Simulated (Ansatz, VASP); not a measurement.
One calculation of C, two programs

The input INCAR:

```
SYSTEM = C
ALGO = Normal
EDIFF = 1E-7
ENCUT = 520
GGA = PE
ISIF = 2
ISMEAR = 0
LASPH = .True.
LCHARG = .True.
LELF = .True.
LREAL = .False.
LVHAR = .True.
LWAVE = .False.
NBANDS = 26
NELM = 80
PREC = Accurate
SIGMA = 0.05
```

The input KPOINTS:

```
k-points
0
Gamma
  12 12 4
  0 0 0
```

POSCAR

```
C
1.0
    2.5180184915      0.0000000000      0.0000000000
   -1.2590092457      2.1806679808      0.0000000000
    0.0000000000      0.0000000000      8.0969734774
C
8
Direct
    0.0000000000      0.0000000000      0.0929681641
    0.0000000000      0.0000000000      0.5929681641
    0.0000000000      0.0000000000      0.4070318359
    0.0000000000      0.0000000000      0.9070318359
    0.3333333333      0.6666666667      0.1555285626
    0.6666666667      0.3333333333      0.6555285626
    0.3333333333      0.6666666667      0.3444714374
    0.6666666667      0.3333333333      0.8444714374
```

Input for Ansatz:

```yaml
crystal:
  lattice:
    - [2.5180184915, 0.0, 0.0]
    - [-1.2590092457, 2.1806679808, 0.0]
    - [0.0, 0.0, 8.0969734774]
  atoms:
    - { symbol: C, position: [0.0, 0.0, 0.0929681641] }
    - { symbol: C, position: [0.0, 0.0, 0.5929681641] }
    - { symbol: C, position: [0.0, 0.0, 0.4070318359] }
    - { symbol: C, position: [0.0, 0.0, 0.9070318359] }
    - { symbol: C, position: [0.3333333333, 0.6666666667, 0.1555285626] }
    - { symbol: C, position: [0.6666666667, 0.3333333333, 0.6555285626] }
    - { symbol: C, position: [0.3333333333, 0.6666666667, 0.3444714374] }
    - { symbol: C, position: [0.6666666667, 0.3333333333, 0.8444714374] }
basis:
  ecutwfc: 420
kpoints:
  mp_grid: { grid: [12, 12, 4] }
hamiltonian:
  xc: pbe
scf:
  occupations: { method: gaussian, width: 0.05 }
output:
  forces: true
  stress: true
  eigenvalues: true
  write_density: true
  write_potential: true
  elf: true
  volumetric_format: npy
```

Change from the starting cell: strain +0.000 along x and y, -0.025 along z, atoms carried along.

Alike in both runs: task single point; functional PBE; k mesh 12 × 12 × 4; occupations gaussian, width 0.05 eV; no spin polarisation.

|  | VASP | Ansatz |
| --- | --- | --- |
| version | VASP 6.6.1 | Ansatz 0.2.0 |
| potentials or method | VASP PAW PBE potentials, release 64 (C) | scalar-relativistic, plane waves, PAW |
| plane-wave cutoff (eV) | 520 | 420 |
| valence electrons in the cell | 32 | 32 |

VASP gave:

```
gap on the k mesh at the Fermi level (eV)       : 4.29
least direct gap on the mesh (eV)               : 5.05
pressure (GPa)                                  : 12.7
largest component of the traceless stress (GPa) : 22.06
rms of the force components (eV/Å)              : 0.066
```

Question: What did Ansatz give for the same quantities?

Answer: gap on the k mesh at the Fermi level (eV): 4.30; least direct gap on the mesh (eV): 5.06; pressure (GPa): 12.0; largest component of the traceless stress (GPa): 21.97; rms of the force components (eV/Å): 0.063.

Atom by atom the forces differ by 0.004 eV/Å (rms over components). The functional is the same, so the differences come from potentials, cutoffs and numerics.
